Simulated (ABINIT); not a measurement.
Write the native input for ABINIT 10.8.3 (patched build) that does the following.

* Task: single point
* Functional: PBE
* Potentials or basis: JTH PAW PBE v2.0
* Cutoff: 626 eV
* k mesh: 7 × 7 × 7
* Occupations: fermi-dirac, width 0.05 eV
* Spin: no spin polarisation
* Fine-grid cutoff: 1224.51 eV

The system is SiO2.

```xyz
12
Lattice="-2.8379 2.8379 5.6602 2.8379 -2.8379 5.6602 2.8379 2.8379 -5.6602" Properties=species:S:1:pos:R:3 pbc="T T T"
Si    0.7868    4.2568    1.4151
Si    4.2568    0.7868   -1.4151
Si   -1.4189    2.0511    4.2452
Si    2.0511   -1.4189    7.0753
O     0.0000    2.8379    1.5138
O     4.0745    1.2366    2.8301
O     1.6013   -1.2366    2.8301
O     0.0000    0.0000    1.3163
O     0.0000    0.0000   10.0042
O     0.0000    2.8379    4.1464
O     1.2366   -1.2366    5.6602
O    -1.2366    1.2366    5.6602
```

The cell comes from a database or a generator and needn't be the stable form of this composition.

One way to write it, as run:

run.abi

```
# Pseudopotentials
pp_dirpath "./"
pseudos "Si.GGA_PBE-JTH.xml, O.GGA_PBE-JTH.xml"

# Structure
acell 3*1.0
rprim
    -5.3628499896     5.3628499896    10.6962467079
     5.3628499896    -5.3628499896    10.6962467079
     5.3628499896     5.3628499896   -10.6962467079
ntypat 2
znucl 14 8
natom 12
typat 1 1 1 1 2 2 2 2 2 2 2 2
xred
     0.8750000000     0.2636180000     0.8886180000
     0.0136180000     0.6250000000     0.8886180000
     0.7363820000     0.1250000000     0.1113820000
     0.3750000000     0.9863820000     0.1113820000
     0.6337270000     0.1337270000     0.5000000000
     0.4678770000     0.9678770000     0.9357540000
     0.0321230000     0.5321230000     0.0642460000
     0.1162730000     0.1162730000     0.0000000000
     0.8837270000     0.8837270000     0.0000000000
     0.8662730000     0.3662730000     0.5000000000
     0.2821230000     0.7178770000     0.0000000000
     0.7178770000     0.2821230000     0.0000000000

# Plane-wave basis
ecut 625.861884 eV
pawecutdg 45.0
pawxcdev 0
pawovlp 30

# k points
kptopt 1
ngkpt 7 7 7
nshiftk 1
shiftk 0.0 0.0 0.0

# Exchange and correlation
ixc 11

# Bands and occupations
nband 40
occopt 3
tsmear 0.05 eV

# SCF cycle
nstep 100
tolvrs 1.0e-9

# Output
iomode 3
prtwf 0
prtden 0
prteig 0
prtebands 0
enunit 2
```

Potentials or basis: JTH PAW PBE v2.0.

Launch:

```sh
$ mpirun --bind-to none -np 4 abinit run.abi > log 2>&1
```

It gave:

```
Pressure               : -1.6 GPa
Largest force          : 0.164 eV/Å
Band gap on the k mesh : 4.82 eV, direct
```

Caveat: an odd mesh through Γ misses points on the zone boundary, where band edges often lie; the atomic spheres overlap.

Wall time 4.4 min on 4 MPI ranks on Arm Neoverse V1 (shared host), peak memory 1.1 GiB a rank.
